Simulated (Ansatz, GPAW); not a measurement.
## Hf: programs and potentials compared

```
CELL_PARAMETERS angstrom
3.19670 0.00000 0.00000
-1.59835 2.76842 0.00000
0.00000 0.00000 5.05780
ATOMIC_POSITIONS crystal
Hf 0.66667 0.33333 0.75000
Hf 0.33333 0.66667 0.25000
```

Alike in all runs: task single point; functional PBE; k mesh 10 × 10 × 5; occupations gaussian, width 0.02 eV; no spin polarisation; no spin-orbit coupling. Pressure is positive in compression and, in plane waves, holds the error of the finite cutoff, which Ansatz's Pulay term estimates and takes out.

```csv
program and potentials,plane-wave cutoff (eV),notes,pressure (GPa)
"Ansatz, Ansatz PAW",420,26 valence electrons an atom on average; Pulay term of +0.05 GPa included,0.63
"GPAW, GPAW PAW data sets (gpaw-data 1.2.1)",600,12 valence electrons an atom on average,0.92
"Ansatz, all-electron LAPW, scalar-relativistic",-,-,?
```

Estimate from the other rows what the run with Ansatz, all-electron LAPW, scalar-relativistic gave.

Pressure 0.64 GPa. The other rows, which needn't bracket it: pressure 0.63 to 0.92.
